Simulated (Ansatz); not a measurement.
**Compressing CsBr: a fit and a missing row**

CsBr, Pm-3m, a = 4.389 Å. Ansatz: PBE, PAW, 420 eV, Γ-centred 6×6×6 mesh on 2 atoms, Gaussian smearing 0.02 eV; no spin polarisation. Symmetry fixes shape and atoms, so the cell is only scaled; pressure is positive in compression.

```tsv
V (Å³/atom)	P (GPa)
39.745	?
41.014	0.41
42.282	0.00
43.551	-0.33
44.819	-0.61
```

Problem. Take V0 = 42.282 Å³/atom, fit the third-order Birch–Murnaghan form to the other rows, and predict the missing pressure.

Solution. With the Eulerian strain f = ½[(V0/V)^(2/3) − 1] and y = P/[3f(1 + 2f)^(5/2)], the form is the line y = B0 + 1.5 B0 (B0′ − 4) f. Rows (f, y): 0.01025, 12.67; -0.00976, 11.84; -0.01905, 11.76. Means f = -0.006187, y = 12.090; Σ(Δf)² = 0.0004484, ΣΔfΔy = 0.01467; the slope is their ratio. y = 12.29 + 32.72 f GPa, so B0 = 12.3 GPa and B0′ = 4 + 2 × (32.72)/(3 × 12.29) = 5.77. At V = 39.745, f = 0.02106, y = 12.979 and P = 0.91 GPa. The run gave 0.89 GPa, so the fit is 0.02 GPa too high, a small miss on the scale of the series. The form still works here, 33 % of the fitted range beyond its end.